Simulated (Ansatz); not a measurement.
## BAs under changes of volume

One of the cells (13.626 Å³/atom); the others are scaled copies at fixed shape and fractional positions:

```
CELL_PARAMETERS angstrom
0.00000 2.38850 2.38850
2.38850 0.00000 2.38850
2.38850 2.38850 0.00000
ATOMIC_POSITIONS crystal
As 0.75000 0.75000 0.75000
B 0.00000 0.00000 0.00000
```

| Item | Value |
| --- | --- |
| Program | Ansatz 0.2.0 |
| Functional | PBEsol |
| Potentials or basis | all-electron LAPW, scalar-relativistic |
| Cutoff | 344 eV (chosen from the basis error) |
| Basis error allowed | 0.0005 eV/atom |
| k mesh | 10 × 10 × 10 |
| Occupations | fermi-dirac, width 0.05 eV |
| Spin | no spin polarisation |

```tsv
volume (Å³/atom)	energy over the lowest point (meV/atom)	pressure (GPa)	gap on the mesh (eV)
12.809	?	?	?
13.081	7.16	5.3	1.05
13.354	0.99	2.1	1.07
13.626	0.00	-0.8	1.09
13.899	3.67	-3.4	1.11
14.171	11.55	-5.8	1.12
14.444	23.22	-7.9	1.14
```

What does the run at 12.809 Å³/atom give?

Energy over the lowest point 19.04 meV/atom; pressure 8.8 GPa; gap on the mesh 1.02 eV.

Worked out: A Birch-Murnaghan fit of order 3 (a polynomial in V^(-2/3)) to the other rows has its minimum at 13.54 Å³/atom with B0 = V·E''(V) = 140 GPa and B' = 4.2. It gives 19.05 meV/atom at 12.809 Å³/atom, against the run's 19.04, and -dE/dV = 8.8 GPa, against 8.8. A straight line through the other rows of the gap, of slope 0.895 eV per unit of ln V, extrapolates to 1.03 eV, against the run's 1.02.

Energies are extrapolated to zero smearing.

A mesh can miss the band edges. Spin-orbit coupling on As is left out.
